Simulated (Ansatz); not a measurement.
# TaN: LAPW beside PAW, part 2 of 3

Does the method matter for TaN? The same cell, functional and mesh are run with full-potential LAPW, PAW with frozen cores and all-electron PAW on datasets made for the crystal.

Ansatz 0.2.0; DFT PBEsol; a database cell (COD). «Crystal datasets» are all-electron PAW datasets made for this crystal. Earlier steps stand in the parts before.

### Step 3. PAW with frozen cores

The input, input.yaml:

```yaml
crystal:
  lattice:
    - [5.1960008669, 0.0, 0.0]
    - [-2.5980004334, 4.4998687488, 0.0]
    - [0.0, 0.0, 2.911]
  atoms:
    - { symbol: Ta, position: [0.3333333333, 0.6666666667, 0.5] }
    - { symbol: Ta, position: [0.6666666667, 0.3333333333, 0.5] }
    - { symbol: Ta, position: [0.0, 0.0, 0.0] }
    - { symbol: "N", position: [0.39285, 0.0, 0.0] }
    - { symbol: "N", position: [0.60715, 0.60715, 0.0] }
    - { symbol: "N", position: [0.0, 0.39285, 0.0] }
kpoints:
  mp_grid: { grid: [6, 6, 9] }
  band_path:
    path:
      - [0.0, 0.0, 0.0]
      - [0.5, 0.0, 0.0]
      - [0.3333333333, 0.3333333333, 0.0]
      - [0.0, 0.0, 0.0]
      - [0.0, 0.0, 0.5]
      - [0.5, 0.0, 0.5]
      - [0.3333333333, 0.3333333333, 0.5]
      - [0.0, 0.0, 0.5]
      - [0.5, 0.0, 0.5]
    npoints: 14
scf:
  occupations: { method: fermi_dirac, width: 0.01 }
hamiltonian:
  xc: pbesol
  pseudopotentials: { kind: paw }
output:
  forces: true
  stress: true
  eigenvalues: true
  efg: { contact_densities: true }
  populations: true
  bader: true
  dos: { projected: true, de: 0.2, e_range: [-14, 8] }
  write_density: true
  write_potential: true
  elf: true
  volumetric_format: npy
```

Run with:

```bash
ansatz run input.yaml --threads 2 --pin off --max-ram 8192MiB --backend cpu --events-out ev --progress --plain --runs-dir out
```

What it wrote:

```text
Ta: output.efg is read without spin–orbit coupling, which moves field gradients at and beside such atoms by some per cent and up to a factor of two; PAW files take it under magnetization.noncollinear and magnetization.spin_orbit
Engine: ansatz 0.2.0
Pseudopotentials: kind: paw
Pseudopotential: Ta, paw, valence charge 13, recommended cutoff 420 eV (normal)
Pseudopotential: N, paw, valence charge 5, recommended cutoff 420 eV (normal)
Functional definition: PBEsol
  exchange = pbesol_x
  correlation = pbesol_c
Crystal: 6 atoms, lattice volume = 68.063 Å³
Basis set: ecut = 420 eV, 1287 PW (Γ), exchange–correlation on 72×72×40 points (8 copies of the dense FFT grid, shifted against one another)
Bands: 33, of which v1, the nominal top of the filled ones, is band 27 counted from 1 (26 counted from 0)
Symmetry: 12 space group operations
Space group: P-62m (ITA 189), of the structure as read, at distance tolerance 4.1e-5 Å
k-points: 35 of 324 (time reversal used)
Non-local potential: Ta, projectors of the file, l = 0: 3, l = 1: 2, l = 2: 2, l = 3: 1
Non-local potential: N, projectors of the file, l = 0: 2, l = 1: 2, l = 2: 1
PAW form: soft (Blöchl's): semilocal exchange-correlation on the pseudo side does not see the compensation charge
PAW frozen core: Ta, regenerated for the run's functional, and the local potential with it (the file was generated under x = pbe(κ = 0.804, μ = 0.2195149727645171), c = pbe(β = 0.06672455060314922))
PAW frozen core: N, regenerated for the run's functional, and the local potential with it (the file was generated under x = pbe(κ = 0.804, μ = 0.2195149727645171), c = pbe(β = 0.06672455060314922))
PAW one-centre angular grid: Ta, 590 points (default); XC on 64 Gauss nodes
PAW one-centre angular grid: N, 110 points (default); XC on 64 Gauss nodes
Initial density: superposition of atomic densities (neutral atoms: chi_scale 0, normalization atom), corrected by the library's trained network
Initial wavefunctions: pseudopotential atomic-orbital guess
Functional: x = pbesol(κ = 0.804, μ = 0.12345679012345678), c = pbesol(β = 0.046)
SCF iter   1: F=—  HF=-30562.984749 eV  |F-HF|=—  |Δ(HF+E_count)|=         —  Δρ=1.19e-2  dr2=8.85e-2  ethr=1.77e-3  ⟨swp⟩=6.3  Hψ=4840  notcnv=0
preconditioner: auto → Kerker (q_TF=auto, 2.625 Å⁻¹)  [metal: Δε(μ)=0.002 eV  Ē_g=9.475 eV  σ=0.010 eV  W_gap=0.06  n_scr=26 (ndim 8)  ℏωp=24.7 eV  f_vac=0.000  D(μ)=3.97/eV (n_scr^D=44)]
SCF iter   2: F=—  HF=-30562.968857 eV  |F-HF|=—  |Δ(HF+E_count)|=   1.59e-2  Δρ=4.85e-3  dr2=1.27e-2  ethr=1.64e-4  ⟨swp⟩=2.1  Hψ=1873  notcnv=0  defer=45
SCF iter   3: F=—  HF=-30562.967081 eV  |F-HF|=—  |Δ(HF+E_count)|=   1.78e-3  Δρ=2.26e-3  dr2=3.15e-3  ethr=2.35e-5  ⟨swp⟩=2.3  Hψ=1411  notcnv=0  defer=50
SCF iter   4: F=—  HF=-30562.966374 eV  |F-HF|=—  |Δ(HF+E_count)|=   7.07e-4  Δρ=4.11e-4  dr2=8.20e-5  ethr=5.83e-6  ⟨swp⟩=2.0  Hψ=1742  notcnv=0  defer=50
SCF iter   5: F=—  HF=-30562.966412 eV  |F-HF|=—  |Δ(HF+E_count)|=   3.77e-5  Δρ=7.88e-5  dr2=3.96e-6  ethr=1.52e-7  ⟨swp⟩=2.1  Hψ=1577  notcnv=0  defer=50
SCF iter   6: F=—  HF=-30562.966412 eV  |F-HF|=—  |Δ(HF+E_count)|=   3.59e-7  Δρ=1.89e-5  dr2=2.20e-7  ethr=7.32e-9  ⟨swp⟩=2.3  Hψ=1685  notcnv=0  defer=50
SCF iter   7: F=-30562.966412 eV  HF=-30562.966412 eV  |F-HF|=2.16e-9  |Δ(HF+E_count)|=   1.23e-8  Δρ=3.21e-6  dr2=6.01e-9  ethr=1.85e-10  ⟨swp⟩=13.3  Hψ=7565  notcnv=0
SCF 1 converged in 7 iterations: F = -30562.966412 eV  dr2 = 6.01e-9
NSCF: frozen V_eff on 113 k-points
SCF converged after 7 iterations
Free energy (F): -30562.966412 eV
Harris-Foulkes:  -30562.966412 eV  (|F-HF|=2.16e-9)
Internal energy: -30562.965440 eV  (E = F + TS)
E sigma→0 (E₀):  -30562.965926 eV
Entropy (-TS):   -0.000972 eV (-0.162 meV/atom)
Fermi energy:    19.539726 eV
--- Per-component energies (eV) ---
  E_band       = -225.242181
  E_kinetic    = 1496.154233
  E_local      = -2035.791076  (includes V_loc(G=0)·N_el)
  E_nonlocal   = 188.450170
  E_hartree    = 687.225649
  E_xc         = -832.530904
  E_vxc        = -843.461694  (∫ρ·V_xc dr)
  E_paw        = -25186.294529  (= ΣΔE_a)
  E_vpaw       = -405.046741  (= ΣTr[D̂ρ^β])
  E_aug_tail   = 0.000824  (compensation charges beyond the density's cutoff)
  E_ewald      = -4880.905045
  E_core_change = 0.725236  (= ΣΔE_core)
  E_smearing   = -0.000972  (= −TS)
  E_closure    = 0.000000  (closes the sum)
  Σ components = -30562.966412   (vs F -30562.966412, Δ=0.00e0)
--- Forces (eV/Å), atoms counted from 1 ---
  atom   1  Ta    -0.00000000    -0.00000000     0.00000000
  atom   2  Ta    -0.00000000     0.00000000     0.00000000
  atom   3  Ta    -0.00000000    -0.00000000     0.00000000
  atom   4  N      0.02322022    -0.00000000     0.00000000
  atom   5  N     -0.01161011    -0.02010930     0.00000000
  atom   6  N     -0.01161011     0.02010930     0.00000000
  max |Σ_I F_I| component: 4.51e-17 eV/Å
--- Stress (GPa, compression-positive) ---
       -3.346456       0.000000       0.000000
       -0.000000      -3.346456       0.000000
        0.000000       0.000000      -4.657427
  P = ⅓ Tr σ = -3.7834 GPa (-37.834 kbar)
--- PAW observables at the nuclei: V_zz in 10²¹ V/m², potentials from the cell's mean, atoms counted from 1 ---
  atom   1  Ta V_zz =   -19.765523   η = 0.0000   by run symmetry: allowed
            electrostatic potential = -14499.340444 V   contact ρ = 8144130.910215 e/Å³
  atom   2  Ta V_zz =   -19.765523   η = 0.0000   by run symmetry: allowed
            electrostatic potential = -14499.340444 V   contact ρ = 8144130.910215 e/Å³
  atom   3  Ta V_zz =   +13.775409   η = 0.0000   by run symmetry: allowed
            electrostatic potential = -14499.919102 V   contact ρ = 8144191.143775 e/Å³
  atom   4  N  V_zz =    -1.423259   η = 0.3007   by run symmetry: allowed
            electrostatic potential = -528.168848 V   contact ρ = 1403.906266 e/Å³
  atom   5  N  V_zz =    -1.423259   η = 0.3007   by run symmetry: allowed
            electrostatic potential = -528.168848 V   contact ρ = 1403.906266 e/Å³
  atom   6  N  V_zz =    -1.423259   η = 0.3007   by run symmetry: allowed
            electrostatic potential = -528.168848 V   contact ρ = 1403.906266 e/Å³
--- Band table (eV; the first three rows and the last of 35) ---
  k-point 0: bands = ["-49.7398", "-49.6945", "-49.1097", "-16.5662", "-16.5662", "-16.2130", "-16.2130", "-16.0402", "-15.9308", "-15.7824", "-15.7824", "-15.1462", "1.2670", "4.0104", "4.0104", "10.1578", "12.9918", "12.9918", "13.0708", "13.8059", "13.8059", "14.5364", "14.5364", "15.3197", "16.2345", "17.6441", "18.6457", "18.6457", "20.1318", "20.1318", "21.3903", "21.4703", "21.4703"]
  k-point 1: bands = ["-49.7345", "-49.6894", "-49.1051", "-16.5488", "-16.5488", "-16.1946", "-16.1946", "-16.1473", "-16.0263", "-15.7813", "-15.7813", "-15.2280", "1.5008", "3.9446", "3.9446", "10.5682", "12.7665", "12.7665", "13.2623", "13.7153", "13.7153", "14.4769", "14.4769", "14.6541", "16.6969", "18.1564", "18.1564", "18.2207", "20.7500", "20.7500", "21.5247", "21.5247", "21.5912"]
  k-point 2: bands = ["-49.7210", "-49.6764", "-49.0936", "-16.5046", "-16.5046", "-16.4100", "-16.2618", "-16.1456", "-16.1456", "-15.7805", "-15.7805", "-15.4305", "2.1199", "3.7711", "3.7711", "11.6629", "12.2547", "12.2547", "12.8534", "13.4963", "13.4963", "14.2818", "14.3193", "14.3193", "17.6875", "17.6875", "17.9717", "19.5290", "21.0092", "21.0092", "21.6601", "21.6601", "22.1707"]
  k-point 34: bands = ["-49.6738", "-49.6738", "-49.0718", "-16.7951", "-16.7951", "-16.4843", "-16.2316", "-16.2316", "-15.9894", "-15.7780", "-15.7780", "-15.7717", "3.0871", "3.7327", "3.7327", "11.3950", "11.3950", "12.2970", "12.3129", "12.3129", "13.0435", "13.0456", "15.4426", "15.4426", "17.1190", "17.1190", "17.8320", "21.8182", "21.8182", "22.0736", "22.3790", "22.3790", "23.2411"]
--- Löwdin populations: 6 sites ---
  site symbol       q [e]
     0     Ta     12.1670
     1     Ta     12.1670
     2     Ta     12.3974
     3      N      5.6611
     4      N      5.6611
     5      N      5.6611
  spilling = 0.005283 (of n_electrons = 54.000000)
--- Bader charges: 6 sites ---
  site symbol  charge [e]  shift [e]
     0     Ta      1.8386     0.0001
     1     Ta      1.8385     0.0001
     2     Ta      1.2631     0.0026
     3      N     -1.6467     0.0008
     4      N     -1.6467     0.0008
     5      N     -1.6467     0.0008
  estimated error of the sums over rays = 8.1e-4 e
```

Wall time 28 s (2 threads of Intel Xeon 6975P-C (Granite Rapids), shared host); peak memory 0.5 GiB.

Result: pressure -3.78 GPa; no gap; largest force 0.023 eV/Å; Vzz Ta1 -19.77 (η = 0.00), Ta3 13.78 (η = 0.00), N4 -1.42 (η = 0.30) (10²¹ V/m²).

```
atom  Bader charge (e)  basin volume (Å³)
 Ta1             +1.84              11.68
 Ta3             +1.26              14.88
  N4             -1.65               9.94
```

Density in a lattice plane of the grid's cell (edges 5.20 and 5.20 Å, at 0.000 of the third edge), which holds Ta and N.

Values in e/Å³, 12 rows by 12 columns:
```
4.46 2.16 0.66 1.49 2.91 2.24 0.62 0.18 0.15 0.35 2.10 4.32
1.29 0.35 0.38 0.77 1.00 0.60 0.25 0.22 0.39 0.64 1.35 2.10
0.17 0.15 0.22 0.34 0.37 0.30 0.34 0.81 1.49 1.22 0.64 0.35
0.13 0.18 0.25 0.29 0.30 0.37 1.00 2.90 3.39 1.49 0.39 0.15
0.36 0.62 0.57 0.37 0.29 0.58 2.21 3.58 2.90 0.81 0.22 0.18
1.80 2.21 1.00 0.34 0.25 0.62 1.80 2.21 1.00 0.34 0.25 0.62
3.57 2.94 0.80 0.22 0.18 0.35 0.62 0.58 0.37 0.30 0.60 2.24
3.44 1.53 0.39 0.15 0.13 0.18 0.25 0.29 0.30 0.37 1.00 2.91
1.30 0.67 0.34 0.17 0.15 0.22 0.34 0.37 0.29 0.34 0.77 1.49
1.46 2.12 1.20 0.34 0.39 0.80 1.00 0.57 0.25 0.22 0.38 0.66
4.30 4.46 2.12 0.67 1.53 2.94 2.21 0.62 0.18 0.15 0.35 2.16
3.08 4.30 1.46 1.30 3.44 3.57 1.80 0.36 0.13 0.17 1.29 4.46
```
Columns run along the first of these edges and rows up along the second, over one cell in 12 and 12 even steps from the bottom left corner. Atoms in the plane (fractional): Ta at (0.00, 0.00), N at (0.39, 0.00), N at (0.61, 0.61), N at (1.00, 0.39).

ELF in the same plane.

Ten even steps from '0' (0.00) to '9' (0.82):
```
368547985358963100137863
886348998899731111137877
852258999986311243335788
211246777642124787643444
001123444322468999974211
001111222235799889985210
122333222358985248985211
456765432479951158863112
899986422489854689731246
989997422589989997422589
447996312478999864235897
027985211356766532358983
379963101122333323469962
998631000111122223479988
974211001123444322468999
444432113467776421357875
678873136899998521234334
778974379988998421111357
336864698535997410013686
026755995015986210026972
```
Columns run along the first of these edges and rows up along the second, over one cell in 24 and 20 even steps from the bottom left corner. Atoms in the plane (fractional): Ta at (0.00, 0.00), N at (0.39, 0.00), N at (0.61, 0.61), N at (1.00, 0.39).

Both are smooth fields of the valence electrons: close to the nuclei they are not physical.

Outside the cores ELF peaks at 0.85 in the shell around N, 0.6 Å from N; 0.74 between the atoms, 1.9 Å from Ta.

(Part 2 of 3 ends here.)
